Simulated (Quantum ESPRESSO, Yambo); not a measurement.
# Beyond one shot: AlN (F-43m), part 2 of 2

Wanted: G0W0 and self-consistent gaps of AlN (F-43m), with the cost of the cycles.

Quantum ESPRESSO 7.5 and Yambo 5.3.0; PBE and many-body steps on it, plane waves. Known limits of the many-body steps: not at the basis limit; coarse k mesh.

So far. Step 4 (G0W0): The gap on the mesh goes from 3.32 eV to 4.35 eV, a correction of +1.03 eV. Step 5 (evGW0, cycle 1): Against G0W0 in Yambo (4×4×4 mesh, 51 bands, screening to 129.3 eV, Godby-Needs plasmon pole), the gap moves by +0.147 eV.

### Step 6. evGW0, cycle 2

Level of this step: evGW0 on PBE, plane waves, norm-conserving pseudopotentials (Yambo).

The corrected levels of the last cycle go back in.

Contents of gw3.in:

```
HF_and_locXC
gw0
dyson
ppa
em1d
rim_cut
RandQpts= 1000000
RandGvec= 1 RL
EXXRLvcs= 72 Ry
VXCRLvcs= 288 Ry
Chimod= "HARTREE"
% BndsRnXp
 1 | 51 |
%
NGsBlkXp= 9.5 Ry
% LongDrXp
 1 | 1 | 1 |
%
% GbndRnge
 1 | 51 |
%
DysSolver= "n"
ExtendOut
PPAPntXp= 27.21138 eV
% QPkrange
 1 | 8 | 2 | 8 |
%
GfnQPdb= "E < ./gw2_fix/ndb.QP"
```

Launch:

```bash
$ OMP_NUM_THREADS=1 mpirun -n 8 yambo -F gw3.in -J gw3,gw1_W -C gw3 > gw3.log
```

The program printed:

```text
 Yambo, version 5.3.0

 [02] CORE Variables Setup
 =========================

  [... cell, symmetries and grids as in the set-up ...]

  [02.05] Energies & Occupations
  ==============================

  [X] === General ===
  [X] Electronic Temperature                        :  0.000000  0.000000 [eV K]
  [X] Bosonic    Temperature                        :  0.000000  0.000000 [eV K]
  [X] Finite Temperature mode                       : no
  [X] El. density                                   :  0.38398E+24 [cm-3]
[...]
Sx RL components                                 :  1471

   QP @ state[ 1 ] K range                          :   1   8
   QP @ state[ 1 ] b range                          :   2   8
   GF energies kind                                 : Perdew, Burke & Ernzerhof(X)+Perdew, Burke & Ernzerhof(C)+ E < ./gw1/ndb.QP + @E Fit+ E < ./gw2_fix/
   GF WF`s kind                                     : Perdew, Burke & Ernzerhof(X)+Perdew, Burke & Ernzerhof(C)
   Xs energies kind                                 : Perdew, Burke & Ernzerhof(X)+Perdew, Burke & Ernzerhof(C)
   Xs WF`s kind                                     : Perdew, Burke & Ernzerhof(X)+Perdew, Burke & Ernzerhof(C)

 [13] Game Over & Game summary
```

The job ended after 17 s (8 MPI ranks of Arm Neoverse V1, shared host; peak memory 2.2 GiB).

This step gave:

* quasiparticle gap on the mesh: 4.516 eV
* gap of the density functional on the mesh: 3.325 eV
* k of the valence top: 0, 0, 0
* k of the conduction bottom: 0, -0.5, -0.5
* least direct quasiparticle gap on the computed points: 5.706 eV

Against the cycle before, the gap moves by +0.019 eV.

The program's own table gives 4.690 eV, which is too large where the input levels are shifted: this version takes Σc at the unshifted level E₀, yet steps from the shifted one. The value above is the Newton step from E₀, E₀ + Z(Σc + Σx − Vxc), rebuilt from the printed columns.

### Step 7. evGW0, cycle 3

gw4.in, as its differences from gw3.in of step 6:

```diff
@@ -27,2 +27,2 @@
 %
-GfnQPdb= "E < ./gw2_fix/ndb.QP"
+GfnQPdb= "E < ./gw3_fix/ndb.QP"
```

Launch:

```bash
$ OMP_NUM_THREADS=1 mpirun -n 8 yambo -F gw4.in -J gw4,gw1_W -C gw4 > gw4.log
```

The program printed:

```text
 Yambo, version 5.3.0

 [02] CORE Variables Setup
 =========================

  [... cell, symmetries and grids as in the set-up ...]

  [02.05] Energies & Occupations
  ==============================

  [X] === General ===
  [X] Electronic Temperature                        :  0.000000  0.000000 [eV K]
  [X] Bosonic    Temperature                        :  0.000000  0.000000 [eV K]
  [X] Finite Temperature mode                       : no
  [X] El. density                                   :  0.38398E+24 [cm-3]
[...]
Sx RL components                                 :  1471

   QP @ state[ 1 ] K range                          :   1   8
   QP @ state[ 1 ] b range                          :   2   8
   GF energies kind                                 : Perdew, Burke & Ernzerhof(X)+Perdew, Burke & Ernzerhof(C)+ E < ./gw1/ndb.QP + @E Fit+ E < ./gw2_fix/
   GF WF`s kind                                     : Perdew, Burke & Ernzerhof(X)+Perdew, Burke & Ernzerhof(C)
   Xs energies kind                                 : Perdew, Burke & Ernzerhof(X)+Perdew, Burke & Ernzerhof(C)
   Xs WF`s kind                                     : Perdew, Burke & Ernzerhof(X)+Perdew, Burke & Ernzerhof(C)

 [13] Game Over & Game summary
```

Run time: 17 s. Hardware: 8 MPI ranks; peak memory 2.2 GiB; 2.3 min of CPU time.

Numbers from this step:

| Quantity | Value |
| --- | --- |
| quasiparticle gap on the mesh | 4.519 eV |
| gap of the density functional on the mesh | 3.325 eV |
| k of the valence top | 0, 0, 0 |
| k of the conduction bottom | 0, -0.5, -0.5 |
| least direct quasiparticle gap on the computed points | 5.709 eV |

Against the cycle before, the gap moves by +0.003 eV.

The program's own table gives 4.695 eV, which is too large where the input levels are shifted: this version takes Σc at the unshifted level E₀, yet steps from the shifted one. The value above is the Newton step from E₀, E₀ + Z(Σc + Σx − Vxc), rebuilt from the printed columns.

### Step 8. evGW, cycle 1

This step: evGW on PBE, plane waves, norm-conserving pseudopotentials.

gw5.in, as its differences from gw4.in of step 7:

```diff
@@ -27,2 +27,3 @@
 %
-GfnQPdb= "E < ./gw3_fix/ndb.QP"
+GfnQPdb= "E < ./gw1/ndb.QP"
+XfnQPdb= "E < ./gw1/ndb.QP"
```

Launch:

```bash
$ OMP_NUM_THREADS=1 mpirun -n 8 yambo -F gw5.in -J gw5 -C gw5 > gw5.log
```

The program printed:

```text
 Yambo, version 5.3.0

 [02] CORE Variables Setup
 =========================

  [... cell, symmetries and grids as in the set-up ...]

  [02.05] Energies & Occupations
  ==============================

  [X] === General ===
  [X] Electronic Temperature                        :  0.000000  0.000000 [eV K]
  [X] Bosonic    Temperature                        :  0.000000  0.000000 [eV K]
  [X] Finite Temperature mode                       : no
  [X] El. density                                   :  0.38398E+24 [cm-3]
[...]
Sx RL components                                 :  1471

   QP @ state[ 1 ] K range                          :   1   8
   QP @ state[ 1 ] b range                          :   2   8
   GF energies kind                                 : Perdew, Burke & Ernzerhof(X)+Perdew, Burke & Ernzerhof(C)+ E < ./gw1/ndb.QP + @E Fit
   GF WF`s kind                                     : Perdew, Burke & Ernzerhof(X)+Perdew, Burke & Ernzerhof(C)
   Xs energies kind                                 : Perdew, Burke & Ernzerhof(X)+Perdew, Burke & Ernzerhof(C)
   Xs WF`s kind                                     : Perdew, Burke & Ernzerhof(X)+Perdew, Burke & Ernzerhof(C)

 [15] Game Over & Game summary
```

It took 20 s on 8 MPI ranks; peak memory 2.3 GiB; 2.6 min of CPU time.

Numbers from this step:

```yaml
quasiparticle_gap_on_the_mesh: 4.772 eV
gap_of_the_density_functional_on_the_mesh: 3.325 eV
k_of_the_valence_top: 0, 0, 0
k_of_the_conduction_bottom: 0, -0.5, -0.5
least_direct_quasiparticle_gap_on_the_computed_points: 5.960 eV
```

Against G0W0 in Yambo (4×4×4 mesh, 51 bands, screening to 129.3 eV, Godby-Needs plasmon pole), the gap moves by +0.422 eV.

The program's own table gives 4.912 eV, which is too large where the input levels are shifted: this version takes Σc at the unshifted level E₀, yet steps from the shifted one. The value above is the Newton step from E₀, E₀ + Z(Σc + Σx − Vxc), rebuilt from the printed columns.

### Step 9. evGW, cycle 2

gw6.in, as its differences from gw5.in of step 8:

```diff
@@ -27,3 +27,3 @@
 %
-GfnQPdb= "E < ./gw1/ndb.QP"
-XfnQPdb= "E < ./gw1/ndb.QP"
+GfnQPdb= "E < ./gw5_fix/ndb.QP"
+XfnQPdb= "E < ./gw5_fix/ndb.QP"
```

Launch:

```bash
$ OMP_NUM_THREADS=1 mpirun -n 8 yambo -F gw6.in -J gw6 -C gw6 > gw6.log
```

The program printed:

```text
 Yambo, version 5.3.0

 [02] CORE Variables Setup
 =========================

  [... cell, symmetries and grids as in the set-up ...]

  [02.05] Energies & Occupations
  ==============================

  [X] === General ===
  [X] Electronic Temperature                        :  0.000000  0.000000 [eV K]
  [X] Bosonic    Temperature                        :  0.000000  0.000000 [eV K]
  [X] Finite Temperature mode                       : no
  [X] El. density                                   :  0.38398E+24 [cm-3]
[...]
Sx RL components                                 :  1471

   QP @ state[ 1 ] K range                          :   1   8
   QP @ state[ 1 ] b range                          :   2   8
   GF energies kind                                 : Perdew, Burke & Ernzerhof(X)+Perdew, Burke & Ernzerhof(C)+ E < ./gw1/ndb.QP + @E Fit+ E < ./gw5_fix/
   GF WF`s kind                                     : Perdew, Burke & Ernzerhof(X)+Perdew, Burke & Ernzerhof(C)
   Xs energies kind                                 : Perdew, Burke & Ernzerhof(X)+Perdew, Burke & Ernzerhof(C)
   Xs WF`s kind                                     : Perdew, Burke & Ernzerhof(X)+Perdew, Burke & Ernzerhof(C)

 [15] Game Over & Game summary
```

Run time: 20 s. Hardware: 8 MPI ranks; peak memory 2.3 GiB; 2.6 min of CPU time.

This step gave:

```
quasiparticle gap on the mesh                         : 4.904 eV
gap of the density functional on the mesh             : 3.325 eV
k of the valence top                                  : 0, 0, 0
k of the conduction bottom                            : 0, -0.5, -0.5
least direct quasiparticle gap on the computed points : 6.097 eV
```

Against the cycle before, the gap moves by +0.131 eV.

The program's own table gives 5.091 eV, which is too large where the input levels are shifted: this version takes Σc at the unshifted level E₀, yet steps from the shifted one. The value above is the Newton step from E₀, E₀ + Z(Σc + Σx − Vxc), rebuilt from the printed columns.

### Step 10. evGW, cycle 3

gw7.in, as its differences from gw6.in of step 9:

```diff
@@ -27,3 +27,3 @@
 %
-GfnQPdb= "E < ./gw5_fix/ndb.QP"
-XfnQPdb= "E < ./gw5_fix/ndb.QP"
+GfnQPdb= "E < ./gw6_fix/ndb.QP"
+XfnQPdb= "E < ./gw6_fix/ndb.QP"
```

Launch:

```bash
$ OMP_NUM_THREADS=1 mpirun -n 8 yambo -F gw7.in -J gw7 -C gw7 > gw7.log
```

The program printed:

```text
 Yambo, version 5.3.0

 [02] CORE Variables Setup
 =========================

  [... cell, symmetries and grids as in the set-up ...]

  [02.05] Energies & Occupations
  ==============================

  [X] === General ===
  [X] Electronic Temperature                        :  0.000000  0.000000 [eV K]
  [X] Bosonic    Temperature                        :  0.000000  0.000000 [eV K]
  [X] Finite Temperature mode                       : no
  [X] El. density                                   :  0.38398E+24 [cm-3]
[...]
Sx RL components                                 :  1471

   QP @ state[ 1 ] K range                          :   1   8
   QP @ state[ 1 ] b range                          :   2   8
   GF energies kind                                 : Perdew, Burke & Ernzerhof(X)+Perdew, Burke & Ernzerhof(C)+ E < ./gw1/ndb.QP + @E Fit+ E < ./gw5_fix/
   GF WF`s kind                                     : Perdew, Burke & Ernzerhof(X)+Perdew, Burke & Ernzerhof(C)
   Xs energies kind                                 : Perdew, Burke & Ernzerhof(X)+Perdew, Burke & Ernzerhof(C)
   Xs WF`s kind                                     : Perdew, Burke & Ernzerhof(X)+Perdew, Burke & Ernzerhof(C)

 [15] Game Over & Game summary
```

Run time: 20 s. Hardware: 8 MPI ranks; peak memory 2.3 GiB; 2.6 min of CPU time.

This step gave:

| Property | Result |
| --- | --- |
| quasiparticle gap on the mesh | 4.936 eV |
| gap of the density functional on the mesh | 3.325 eV |
| k of the valence top | 0, 0, 0 |
| k of the conduction bottom | 0, -0.5, -0.5 |
| least direct quasiparticle gap on the computed points | 6.135 eV |

Against the cycle before, the gap moves by +0.032 eV.

The program's own table gives 5.137 eV, which is too large where the input levels are shifted: this version takes Σc at the unshifted level E₀, yet steps from the shifted one. The value above is the Newton step from E₀, E₀ + Z(Σc + Σx − Vxc), rebuilt from the printed columns.

### Step 11. evGW, cycle 4

gw8.in, as its differences from gw7.in of step 10:

```diff
@@ -27,3 +27,3 @@
 %
-GfnQPdb= "E < ./gw6_fix/ndb.QP"
-XfnQPdb= "E < ./gw6_fix/ndb.QP"
+GfnQPdb= "E < ./gw7_fix/ndb.QP"
+XfnQPdb= "E < ./gw7_fix/ndb.QP"
```

Launch:

```bash
$ OMP_NUM_THREADS=1 mpirun -n 8 yambo -F gw8.in -J gw8 -C gw8 > gw8.log
```

The program printed:

```text
 Yambo, version 5.3.0

 [02] CORE Variables Setup
 =========================

  [... cell, symmetries and grids as in the set-up ...]

  [02.05] Energies & Occupations
  ==============================

  [X] === General ===
  [X] Electronic Temperature                        :  0.000000  0.000000 [eV K]
  [X] Bosonic    Temperature                        :  0.000000  0.000000 [eV K]
  [X] Finite Temperature mode                       : no
  [X] El. density                                   :  0.38398E+24 [cm-3]
[...]
Sx RL components                                 :  1471

   QP @ state[ 1 ] K range                          :   1   8
   QP @ state[ 1 ] b range                          :   2   8
   GF energies kind                                 : Perdew, Burke & Ernzerhof(X)+Perdew, Burke & Ernzerhof(C)+ E < ./gw1/ndb.QP + @E Fit+ E < ./gw5_fix/
   GF WF`s kind                                     : Perdew, Burke & Ernzerhof(X)+Perdew, Burke & Ernzerhof(C)
   Xs energies kind                                 : Perdew, Burke & Ernzerhof(X)+Perdew, Burke & Ernzerhof(C)
   Xs WF`s kind                                     : Perdew, Burke & Ernzerhof(X)+Perdew, Burke & Ernzerhof(C)

 [15] Game Over & Game summary
```

It took 20 s on 8 MPI ranks; peak memory 2.3 GiB; 2.6 min of CPU time.

This step gave:

```yaml
quasiparticle_gap_on_the_mesh: 4.949 eV
gap_of_the_density_functional_on_the_mesh: 3.325 eV
k_of_the_valence_top: 0, 0, 0
k_of_the_conduction_bottom: 0, -0.5, -0.5
least_direct_quasiparticle_gap_on_the_computed_points: 6.146 eV
```

Against the cycle before, the gap moves by +0.013 eV.

The program's own table gives 5.153 eV, which is too large where the input levels are shifted: this version takes Σc at the unshifted level E₀, yet steps from the shifted one. The value above is the Newton step from E₀, E₀ + Z(Σc + Σx − Vxc), rebuilt from the printed columns.

### Step 12. evGW, cycle 5

gw9.in, as its differences from gw8.in of step 11:

```diff
@@ -27,3 +27,3 @@
 %
-GfnQPdb= "E < ./gw7_fix/ndb.QP"
-XfnQPdb= "E < ./gw7_fix/ndb.QP"
+GfnQPdb= "E < ./gw8_fix/ndb.QP"
+XfnQPdb= "E < ./gw8_fix/ndb.QP"
```

Launch:

```bash
$ OMP_NUM_THREADS=1 mpirun -n 8 yambo -F gw9.in -J gw9 -C gw9 > gw9.log
```

The program printed:

```text
 Yambo, version 5.3.0

 [02] CORE Variables Setup
 =========================

  [... cell, symmetries and grids as in the set-up ...]

  [02.05] Energies & Occupations
  ==============================

  [X] === General ===
  [X] Electronic Temperature                        :  0.000000  0.000000 [eV K]
  [X] Bosonic    Temperature                        :  0.000000  0.000000 [eV K]
  [X] Finite Temperature mode                       : no
  [X] El. density                                   :  0.38398E+24 [cm-3]
[...]
Sx RL components                                 :  1471

   QP @ state[ 1 ] K range                          :   1   8
   QP @ state[ 1 ] b range                          :   2   8
   GF energies kind                                 : Perdew, Burke & Ernzerhof(X)+Perdew, Burke & Ernzerhof(C)+ E < ./gw1/ndb.QP + @E Fit+ E < ./gw5_fix/
   GF WF`s kind                                     : Perdew, Burke & Ernzerhof(X)+Perdew, Burke & Ernzerhof(C)
   Xs energies kind                                 : Perdew, Burke & Ernzerhof(X)+Perdew, Burke & Ernzerhof(C)
   Xs WF`s kind                                     : Perdew, Burke & Ernzerhof(X)+Perdew, Burke & Ernzerhof(C)

 [15] Game Over & Game summary
```

Elapsed: 20 s, on 8 MPI ranks; peak memory 2.3 GiB; 2.6 min of CPU time.

This step gave:

```yaml
quasiparticle_gap_on_the_mesh: 4.953 eV
gap_of_the_density_functional_on_the_mesh: 3.325 eV
k_of_the_valence_top: 0, 0, 0
k_of_the_conduction_bottom: 0, -0.5, -0.5
least_direct_quasiparticle_gap_on_the_computed_points: 6.150 eV
```

Against the cycle before, the gap moves by +0.004 eV.

The program's own table gives 5.159 eV, which is too large where the input levels are shifted: this version takes Σc at the unshifted level E₀, yet steps from the shifted one. The value above is the Newton step from E₀, E₀ + Z(Σc + Σx − Vxc), rebuilt from the printed columns.

### Step 13. Side by side

Times are wall times on 8 MPI ranks of Arm Neoverse V1, shared host, good to a factor of about two.

| run | mesh | bands | screening cutoff (eV) | DFT gap (eV) | gap on the mesh (eV) | direct (eV) | time |
| --- | --- | --- | --- | --- | --- | --- | --- |
| G0W0 | 4×4×4 | 51 | 129.3 | 3.325 | 4.350 | 5.509 | 20 s |
| evGW0, cycle 1 | 4×4×4 | 51 | 129.3 | 3.325 | 4.497 | 5.683 | 17 s |
| evGW0, cycle 2 | 4×4×4 | 51 | 129.3 | 3.325 | 4.516 | 5.706 | 17 s |
| evGW0, cycle 3 | 4×4×4 | 51 | 129.3 | 3.325 | 4.519 | 5.709 | 17 s |
| evGW, cycle 1 | 4×4×4 | 51 | 129.3 | 3.325 | 4.772 | 5.960 | 20 s |
| evGW, cycle 2 | 4×4×4 | 51 | 129.3 | 3.325 | 4.904 | 6.097 | 20 s |
| evGW, cycle 3 | 4×4×4 | 51 | 129.3 | 3.325 | 4.936 | 6.135 | 20 s |
| evGW, cycle 4 | 4×4×4 | 51 | 129.3 | 3.325 | 4.949 | 6.146 | 20 s |
| evGW, cycle 5 | 4×4×4 | 51 | 129.3 | 3.325 | 4.953 | 6.150 | 20 s |

### Step 14. What came out

| Quantity | Value |
| --- | --- |
| G0W0 | 4.350 eV |
| evGW0, cycle 1 | 4.497 eV |
| evGW0, cycle 2 | 4.516 eV |
| evGW0, cycle 3 | 4.519 eV |
| evGW, cycle 1 | 4.772 eV |
| evGW, cycle 2 | 4.904 eV |
| evGW, cycle 3 | 4.936 eV |
| evGW, cycle 4 | 4.949 eV |
| evGW, cycle 5 | 4.953 eV |
| known limits | not at the basis limit; coarse k mesh |

**Reading.** evGW0 ends at 4.52 eV, +0.17 eV from G0W0, after 3 cycles that took 52 s beside the first screening; the last moved the gap by 0.003 eV. evGW ends at 4.95 eV, +0.60 eV from G0W0, after 5 cycles that took 1.7 min beside the first screening; the last moved the gap by 0.004 eV. Bands and cutoff are finite, so the gap is not at the basis limit. The miss can reach some tenths of an eV and take either sign; the mesh is an error of its own. The 4×4×4 mesh is coarse for this cell, which bears on the long-range parts of exchange and screening.

[Paths, hosts, dates, memory and timing lines, banners, echoed tables and standing remarks are left out of the program output.]

[Logs are printed without paths, hosts, clocks, repeated set-up lines and the standing remarks that a program may print on its own settings, such as how far it seeks lower states.]

[Runs of the session that timed out or met a known fault of the program may be left out.]

[Hosts, paths, dates, database ids (printed as entryN), source tags and the programs' standing remarks are cut or masked in the printed files.]
